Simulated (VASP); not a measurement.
Si2Ni under changes of volume

One of the cells (12.937 Å³/atom); the others are scaled copies at fixed shape and fractional positions:

```
CELL_PARAMETERS angstrom
0.00000 2.68728 2.68728
2.68728 0.00000 2.68728
2.68728 2.68728 0.00000
ATOMIC_POSITIONS crystal
Ni 0.00000 0.00000 0.00000
Si 0.75000 0.75000 0.75000
Si 0.25000 0.25000 0.25000
```

| Quantity | Value |
| --- | --- |
| Program | VASP 6.6.1 |
| Functional | PBE |
| Dispersion | D3(BJ) |
| Potentials or basis | VASP PAW PBE potentials, release 64 (Ni, Si) |
| Cutoff | 520 eV |
| k mesh | 8 × 8 × 8 |
| Occupations | fermi-dirac, width 0.05 eV |
| Spin | collinear spin, ferromagnetic start |
| Starting moments | [1.0, 0.0, 0.0] μB |

```tsv
volume (Å³/atom)	energy over the lowest point (meV/atom)	pressure (GPa)
12.420	10.58	7.0
12.679	?	?
12.937	0.00	0.0
13.196	2.29	-2.8
13.455	8.83	-5.4
```

What does the run at 12.679 Å³/atom give?

Energy over the lowest point 2.50 meV/atom; pressure 3.2 GPa.

Worked out: A Birch-Murnaghan fit of order 2 (a polynomial in V^(-2/3)) to the other rows has its minimum at 12.94 Å³/atom with B0 = V·E''(V) = 149 GPa. It gives 2.63 meV/atom at 12.679 Å³/atom, against the run's 2.50, and -dE/dV = 3.2 GPa, against 3.2.

Energies are extrapolated to zero smearing.

Caveats: pairwise dispersion overbinds metals, which lowers pressure and volume.
